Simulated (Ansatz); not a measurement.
A run of Ansatz 0.2.0 is set up as follows.

input.yaml

```yaml
crystal:
  lattice:
    - [-1.58422, 1.58422, 1.58422]
    - [1.58422, -1.58422, 1.58422]
    - [1.58422, 1.58422, -1.58422]
  atoms:
    - { symbol: Pt, position: [0.0, 0.0, 0.0] }
hamiltonian:
  xc: pbesol
  pseudopotentials: { kind: paw }
  dispersion: d3bjatm
kpoints:
  mp_grid: { grid: [12, 12, 12] }
scf:
  occupations: { method: fermi_dirac, width: 0.05 }
output:
  forces: true
  stress: true
  eigenvalues: true
relax:
  f_tol: 0.01
  max_steps: 40
  cell: { stress_tol: 0.05 }
```

Potentials or basis: Ansatz PAW.

Run with:

```sh
$ ansatz run input.yaml --threads 2 --pin off --max-ram 5632MiB --backend cpu --events-out ev --progress --plain --runs-dir out
```

Q: What does it give for the band gap on the k mesh?

A: None (metal or under the smearing width).

Q: Predict the relaxed cell.

A: a = 2.685 Å, b = 2.685 Å, c = 2.685 Å, α = 109.47°, β = 109.47°, γ = 109.47°.

Step by step:
| step | energy change (eV) | largest force (eV/Å) | volume (Å³) |
| --- | --- | --- | --- |
| 1 | 0.0000 | 0.0000 | 15.90 |
| 2 | -0.0536 | 0.0000 | 15.07 |
| 3 | -0.0554 | 0.0000 | 14.90 |
| 4 | -0.0550 | 0.0000 | 14.90 |
| 5 | -0.0550 | 0.0000 | 14.90 |
| 6 | -0.0550 | 0.0000 | 14.90 |

Caveat: the plane-wave basis is chosen anew once the cell has moved, so the energies of steps on either side of that aren't comparable; pairwise dispersion overbinds metals, which lowers pressure and volume; the PAW data sets come from PBE, with cores solved anew for the run's functional, which leaves a small shift of forces and pressure. Spin-orbit coupling is left out, which matters for the levels of Pt.
